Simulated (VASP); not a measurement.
# WS2 in VASP: reference runs

How does WS2 come out in PBE? The cell is run as given.

Everything below comes from runs of VASP 6.6.1. Logs are shortened: lines on timing, memory, paths and dates and some standing lists are left out, and cuts for length are marked.

## 1. The cell of the first run

The cell holds a slab with vacuum, 6 atoms: a = 3.197 Å, b = 5.553 Å, c = 17.181 Å, α = 89.74°, β = 89.73°, γ = 91.74°.

## 2. Single point, PBE

INCAR

```
PREC = Accurate
ENCUT = 520
EDIFF = 1E-7
ISMEAR = -1
SIGMA = 0.05
LREAL = False
LASPH = True
NELM = 100
ALGO = Normal
ISIF = 2
LWAVE = False
LCHARG = False
GGA = PE
NBANDS = 35
```

KPOINTS

```
regular mesh
0
Gamma
  8 5 2
```

POSCAR

```
WS2
1.0
    3.1969422100     -0.0485485500      0.0076987000
   -0.0840885600      5.5526138400      0.0126446100
    0.0409916100      0.0388707000     17.1806237900
W S
2 4
Direct
    0.0290642000      0.3400741000      0.9997283400
    0.4938575200      0.8381536400      0.9980555500
    0.4805350100      0.1674367200      0.9072560700
    0.0026968600      0.6595844500      0.9083108300
    0.4836046300      0.1667235800      0.0949418700
    0.0102417900      0.6613608400      0.0917073300
```

Potentials or basis: VASP PAW PBE potentials, release 64 (W_sv, S).

Launch:

```console
$ cat potpaw_PBE.64/W_sv/POTCAR potpaw_PBE.64/S/POTCAR > POTCAR
$ mpirun -np 1 vasp_std > vasp.out
```

OUTCAR:

```text
PREC = Accurate
   ENCUT = 520
   EDIFF = 1E-7
   ISMEAR = -1
   LREAL = False
   LASPH = True
   NELM = 100
   ISIF = 2
   GGA = PE

 ion  position               nearest neighbor table
   1  0.029  0.340  1.000-   3 2.37   4 2.37   6 2.39   5 2.41   3 2.54   5 2.55   2 3.10   2 3.20
                             2 3.23   2 3.30
   2  0.494  0.838  0.998-   3 2.40   4 2.40   6 2.41   4 2.47   5 2.48   6 2.53   1 3.10   1 3.20
                             1 3.23   1 3.30
   3  0.481  0.167  0.907-   1 2.37   2 2.40   1 2.54
   4  0.003  0.660  0.908-   1 2.37   2 2.40   2 2.47
   5  0.484  0.167  0.095-   1 2.41   2 2.48   1 2.55
   6  0.010  0.661  0.092-   1 2.39   2 2.41   2 2.53

  LATTYP: Found a triclinic cell.
 ALAT       =     6.3233698621
 B/A-ratio  =     0.5056354689
 C/A-ratio  =     2.7170190955
 COS(alpha) =     0.0047591198
 COS(beta)  =     0.0063609936
 COS(gamma) =     0.4790104516

  Lattice vectors:

 A1 = (  -3.1128536500,  -5.5040652900,  -0.0203433100)
 A2 = (  -3.1969422100,   0.0485485500,  -0.0076987000)
 A3 = (  -0.0409916100,  -0.0388707000, -17.1806237900)

Analysis of symmetry for initial positions (statically):
=====================================================================
 Subroutine PRICEL returns:
 Original cell was already a primitive cell.

 Routine SETGRP: Setting up the symmetry group for a
 triclinic supercell.

 Subroutine GETGRP returns: Found  1 space group operations
 (whereof  1 operations were pure point group operations)
 out of a pool of  2 trial point group operations.

The static configuration has the point symmetry C_1 .

Analysis of symmetry for dynamics (positions and initial velocities):
=====================================================================
 Subroutine PRICEL returns:
 Original cell was already a primitive cell.

 Routine SETGRP: Setting up the symmetry group for a
 triclinic supercell.

 Subroutine GETGRP returns: Found  1 space group operations
 (whereof  1 operations were pure point group operations)
 out of a pool of  2 trial point group operations.

The dynamic configuration has the point symmetry C_1 .

 Subroutine INISYM returns: Found  1 space group operations
 (whereof  1 operations are pure point group operations),
 and found     1 'primitive' translations

----------------------------------------------------------------------------------------

                                     Primitive cell

  volume of cell :     304.9064

  direct lattice vectors                    reciprocal lattice vectors
     3.196942210 -0.048548550  0.007698700     0.312872701  0.004739856 -0.000757213
    -0.084088560  5.552613840  0.012644610     0.002736557  0.180137747 -0.000414086
     0.040991610  0.038870700 17.180623790    -0.000142213 -0.000134702  0.058205748

  length of vectors
     3.197320085  5.553264916 17.180716663     0.312909518  0.180159008  0.058206078

  position of ions in fractional coordinates (direct lattice)
     0.029064200  0.340074100  0.999728340
     0.493857520  0.838153640  0.998055550
     0.480535010  0.167436720  0.907256070
     0.002696860  0.659584450  0.908310830
     0.483604630  0.166723580  0.094941870
     0.010241790  0.661360840  0.091707330

  ion indices of the primitive-cell ions
   primitive index   ion index
                 1           1
                 2           2
                 3           3
                 4           4
                 5           5
                 6           6

----------------------------------------------------------------------------------------

 KPOINTS: regular mesh

Automatic generation of k-mesh.
 Grid dimensions read from file:
 generate k-points for:    8    5    2

 Generating k-lattice:

  Cartesian coordinates                     Fractional coordinates (reciprocal lattice)
     0.039109088  0.000592482 -0.000094652     0.125000000 -0.000000000 -0.000000000
     0.000547311  0.036027549 -0.000082817    -0.000000000  0.200000000  0.000000000
    -0.000071107 -0.000067351  0.029102874     0.000000000  0.000000000  0.500000000

  Length of vectors
     0.039113690  0.036031802  0.029103039

  Shift w.r.t. Gamma in fractional coordinates (k-lattice)
     0.000000000  0.000000000  0.000000000

 Subroutine IBZKPT returns following result:
 ===========================================

 Found     42 irreducible k-points:

 Following reciprocal coordinates:
            Coordinates               Weight
  0.000000  0.000000  0.000000      1.000000
  0.125000  0.000000  0.000000      2.000000
  0.250000  0.000000  0.000000      2.000000
  0.375000  0.000000  0.000000      2.000000
  0.500000  0.000000  0.000000      1.000000
  0.000000  0.200000  0.000000      2.000000
[... 16 lines left out ...]
  0.125000  0.000000  0.500000      2.000000
  0.250000  0.000000  0.500000      2.000000
 [... further k-points ...]
   k-points           NKPTS =     42   k-points in BZ     NKDIM =     42   number of bands    NBANDS=     35
   number of dos      NEDOS =    301   number of ions     NIONS =      6
   total plane-waves  NPLWV = 129024
   dimension x,y,z NGX =    24 NGY =   42 NGZ =  128
   dimension x,y,z NGXF=    48 NGYF=   84 NGZF=  256
   ions per type =               2   4
   NGX,Y,Z   is equivalent  to a cutoff of  12.48, 12.57, 12.39 a.u.
   NGXF,Y,Z  is equivalent  to a cutoff of  24.96, 25.15, 24.77 a.u.
 SYSTEM =  unknown system
   PREC   = accura    normal or accurate (medium, high low for compatibility)
   ISTART =      0    job   : 0-new  1-cont  2-samecut
   ICHARG =      2    charge: 1-file 2-atom 10-const
   ISPIN  =      1    spin polarized calculation?
   LNONCOLLINEAR =      F non collinear calculations
   LSORBIT =      F    spin-orbit coupling
   LASPH  =      T    aspherical Exc in radial PAW
   ENCUT  =  520.0 eV  38.22 Ry    6.18 a.u.   5.94 10.33 31.94*2*pi/ulx,y,z
   NELM   =    100;   NELMIN=  2; NELMDL= -5     # of ELM steps
   EDIFF  = 0.1E-06   stopping-criterion for ELM
   LREAL  =      F    real-space projection
   EDIFFG = 0.1E-05   stopping-criterion for IOM
   NSW    =      0    number of steps for IOM
   IBRION =     -1    ionic relax: 0-MD 1-quasi-New 2-CG
   NFREE  =      0    steps in history (QN), initial steepest desc. (CG)
   ISIF   =      2    stress and relaxation
   ISYM   =      2    0-nonsym 1-usesym 2-fastsym
   POTIM  = 0.5000    time-step for ionic-motion
   TEBEG  =    0.0;   TEEND  =   0.0 temperature during run
   PSTRESS=    0.0 pullay stress
   NELECT =      52.0000    total number of electrons
   NUPDOWN=      -1.0000    fix difference up-down
   EMIN   =  10.00;   EMAX   =-10.00  energy-range for DOS
   EFERMI =   0.00;   METHOD = LEGACY
   ISMEAR =    -1;   SIGMA  =   0.05  broadening in eV -4-tet -1-fermi 0-gaus
   EFERMI_NEDOS =   21; number of points for ismear=-14 and -15
   IALGO  =     38    algorithm
   IMIX   =      4    mixing-type and parameters
     AMIX     =   0.40;   BMIX     =  1.00
     AMIX_MAG =   1.60;   BMIX_MAG =  1.00
  volume/ion in A,a.u.               =      50.82       342.93
  Fermi-wavevector in a.u.,A,eV,Ry     =   0.907863  1.715613 11.214136  0.824216
  Thomas-Fermi vector in A             =   2.031721
   LORBIT       =      0    0 simple, 1 ext, 2 COOP (PROOUT), +10 PAW based schemes
   GGA     = PE    functional components
   LHFCALC =     F    Hartree Fock is set to
   AEXX    =    0.0000 exact exchange contribution
   IVDW    =     0    specifies the selected vdW correction
   LEPSILON=     F    determine dielectric tensor
   LRPA    =     F    only Hartree local field effects (RPA)
 non-spin polarized calculation
  energy-cutoff  :      520.00
  volume of cell :      304.91
 maximum number of plane-waves:      8255
   NGX = 11   NGY = 21   NGZ = 63

 number of electron      52.0000006 magnetization

 Free energy of the ion-electron system (eV)
  ---------------------------------------------------
  ext. energy  EPLUGINS =         0.00000000
  ---------------------------------------------------
  free energy    TOTEN  =       -46.99019659 eV

  energy without entropy =      -46.99019659  energy(sigma->0) =      -46.99019659

 E-fermi :  -0.4007     XC(G=0):  -4.4841

 val. band max:       -1.2846450996   @ k =   0.3750   0.0000   0.5000
 cond. band min:       0.4795117535   @ k =   0.3750   0.0000   0.0000
 fundamental gap:      1.7641568532
 Fermi energy:        -0.4006825819

 k-point     1 :       0.0000    0.0000    0.0000
  band No.  band energies     occupation
      1     -75.3875      2.00000
      2     -75.3702      2.00000
      3     -39.7760      2.00000
      4     -39.6082      2.00000
      5     -39.5435      2.00000
      6     -39.5268      2.00000
[... 27 lines left out ...]
     34       3.3248      0.00000
     35       3.6396      0.00000

 k-point     2 :       0.1250    0.0000    0.0000
  band No.  band energies     occupation
      1     -75.3858      2.00000
      2     -75.3695      2.00000
      3     -39.7622      2.00000
      4     -39.6025      2.00000
      5     -39.5550      2.00000
      6     -39.5413      2.00000
[... 27 lines left out ...]
     34       3.3797      0.00000
     35       4.0252      0.00000

 k-point     3 :       0.2500    0.0000    0.0000
  band No.  band energies     occupation
      1     -75.3818      2.00000
      2     -75.3682      2.00000
      3     -39.7257      2.00000
      4     -39.6196      2.00000
      5     -39.5884      2.00000
      6     -39.5808      2.00000
[... 27 lines left out ...]
     34       3.9751      0.00000
     35       4.7435      0.00000
[... 723 lines left out ...]
 k-point    23 :       0.1250    0.0000    0.5000
  band No.  band energies     occupation
      1     -75.3858      2.00000
      2     -75.3695      2.00000
      3     -39.7622      2.00000
      4     -39.6025      2.00000
      5     -39.5550      2.00000
      6     -39.5413      2.00000
[... 27 lines left out ...]
     34       3.3796      0.00000
     35       4.1257      0.00000

 k-point    24 :       0.2500    0.0000    0.5000
  band No.  band energies     occupation
      1     -75.3818      2.00000
      2     -75.3682      2.00000
      3     -39.7257      2.00000
      4     -39.6196      2.00000
      5     -39.5884      2.00000
      6     -39.5808      2.00000
[... 27 lines left out ...]
     34       3.9750      0.00000
     35       4.8353      0.00000

 [... further k-points ...]
[... 5 lines left out ...]
  --------------------------------------------------------------------------------------
  -------------------------------------------------------------------------------------
  Total       -1.9231624     -0.8540942     -2.3970064      1.2939207     -0.5392201     -0.8285730
  in kB      -10.1055523     -4.4879691    -12.5954381      6.7991052     -2.8334148     -4.3538639
  external PRESSURE =      -9.0629865 kB  Pullay stress =       0.0000000 kB

 VOLUME and BASIS-vectors are now :
 -----------------------------------------------------------------------------
  energy-cutoff  :      520.00
  volume of cell :      304.91
      direct lattice vectors                 reciprocal lattice vectors
     3.196942210 -0.048548550  0.007698700     0.312872701  0.004739856 -0.000757213
    -0.084088560  5.552613840  0.012644610     0.002736557  0.180137747 -0.000414086
     0.040991610  0.038870700 17.180623790    -0.000142213 -0.000134702  0.058205748

 POSITION                                       TOTAL-FORCE (eV/Angst)
 -----------------------------------------------------------------------------------
      0.10530      1.92575     17.18048        -2.669257     -1.288655      0.686537
      1.54927      4.66876     17.16162         0.950736     -0.434303      0.995971
      1.55935      0.94165     15.59304         1.290195      0.234199      0.124555
     -0.00961      3.69759     15.61371        -0.163855      0.804224     -0.255709
      1.53593      0.90596      1.63699         1.021351      0.008487     -1.122544
     -0.01911      3.67535      1.58403        -0.429171      0.676049     -0.428810
 -----------------------------------------------------------------------------------
    total drift:                               -0.000198      0.000097     -0.000004

  FREE ENERGIE OF THE ION-ELECTRON SYSTEM (eV)
  ---------------------------------------------------
  free  energy   TOTEN  =       -46.9901965922 eV

  energy  without entropy=      -46.9901965857  energy(sigma->0) =      -46.99019659
```

Wall time 6.9 min (1 thread of Intel Xeon Platinum 8488C (Sapphire Rapids), shared host); peak memory 0.56 GiB.

What came out:

```
Free energy            : -46.9902 eV
Largest force          : 3.043 eV/Å
Band gap on the k mesh : 1.76 eV
```

Forces in eV/Å, atoms in the order of the input:
```
W   -2.669 -1.289  0.687
W    0.951 -0.434  0.996
S    1.290  0.234  0.125
S   -0.164  0.804 -0.256
S    1.021  0.008 -1.123
S   -0.429  0.676 -0.429
```

Levels at points of the mesh, in eV from the valence-band top:
```tsv
k point	band 22	band 23	band 24	band 25	band 26	band 27	band 28	band 29	band 30	band 31
(0.00, 0.00, 0.00)	-1.79	-1.35	-1.10	-0.87	-0.05	2.34	2.45	2.65	3.00	3.04
(0.50, 0.00, 0.00)	-3.02	-2.08	-1.86	-0.75	-0.34	2.18	2.53	3.17	3.24	3.37
(0.00, 0.00, 0.50)	-1.79	-1.35	-1.10	-0.87	-0.05	2.34	2.45	2.65	3.00	3.04
(0.50, 0.00, 0.50)	-3.02	-2.08	-1.86	-0.75	-0.34	2.18	2.53	3.17	3.24	3.37
```

Caveat: spin-orbit coupling is left out, which moves the levels of the heavy elements.
